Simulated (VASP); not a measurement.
# KMgF₃, self-consistent run: which settings are enough?

KMgF₃, Pm-3m (no. 221), 5 atoms in the cell. R2SCAN; PAW potentials K_sv, Mg, F (PBE set). VASP 6.6.1.

Wanted: energy within 0.2 meV/atom; levels at the zone centre within 0.003 eV.

What the run is for: comparing ways to start; Accuracy asked: tight.

Levels at the zone centre: counted from the valence top at that point.

POSCAR:
```
KMgF3
1.0
    3.9859000000      0.0000000000      0.0000000000
    0.0000000000      3.9859000000      0.0000000000
    0.0000000000      0.0000000000      3.9859000000
K Mg F
1 1 3
Direct
    0.5000000000      0.5000000000      0.5000000000
    0.0000000000      0.0000000000      0.0000000000
    0.0000000000      0.0000000000      0.5000000000
    0.0000000000      0.5000000000      0.0000000000
    0.5000000000      0.0000000000      0.0000000000
```

## How the run starts (with a second run first, the time holds both)

| How the run starts (with a second run first, the time holds both) | Energy less reference (meV/atom) | Levels at the zone centre, largest deviation (eV) | Time (s) |
|---|---|---|---|
| from scratch: 26 SCF iterations | 0.00 | 0.0000 | 68 |
| PBE orbitals (WAVECAR): 13 + 11 SCF iterations | 0.00 | 0.0003 | 41 |
| PBE density (CHGCAR): 13 + 19 SCF iterations | 0.00 | 0.0003 | 57 |
| loose PBE orbitals: 10 + 11 SCF iterations | 0.00 | 0.0002 | 37 |

## Question

For each series: keep the first row unless others stay within half of the tolerance and take at least 30 % less time, and then take the fastest.

## Answer

- How the run starts (with a second run first, the time holds both): loose PBE orbitals: 10 + 11 SCF iterations

## All choices together

| Input | Energy less reference (meV/atom) | Levels at the zone centre, largest deviation (eV) | Time (s) |
|---|---|---|---|
| chosen settings | 0.00 | 0.0002 | 37 |
| reference settings throughout | 0.00 | 0.0000 | 68 |

The tolerance is met.

Values of the reference run: Levels at the zone centre: 0, 0, 8.57 eV from the valence top at Gamma.

## The input

INCAR.step1:
```
SYSTEM = KMgF3
  ALGO = Normal
  EDIFF = 0.001
  EFERMI = MIDGAP
  ENCUT = 580
  GGA = PE
  GGA_COMPAT = .False.
  ISIF = 2
  ISMEAR = 0
  LASPH = .True.
  LCHARG = .True.
  LREAL = .False.
  LWAVE = .True.
  NELM = 120
  PREC = Accurate
  SIGMA = 0.03
```

INCAR.step2, as INCAR.step1 but for:
```
- EDIFF = 0.001
- GGA = PE
- LCHARG = .True.
- LWAVE = .True.
+ EDIFF = 1E-6
+ ISTART = 1
+ LCHARG = .False.
+ LMIXTAU = .True.
+ LWAVE = .False.
+ METAGGA = R2SCAN
```

KPOINTS:
```
k-points
0
Gamma
  6 6 6
```

Commands (each step's output is kept before the next begins):
```
cat potpaw_PBE.64/K_sv/POTCAR potpaw_PBE.64/Mg/POTCAR potpaw_PBE.64/F/POTCAR > POTCAR
cp INCAR.step1 INCAR
mpirun -np 1 vasp_std > vasp.out
cp INCAR.step2 INCAR
mpirun -np 1 vasp_std > vasp.out
```

The chosen input took VASP 6.6.1 37 s on 1 core (Intel Xeon 6975P-C (Granite Rapids)), a shared host.
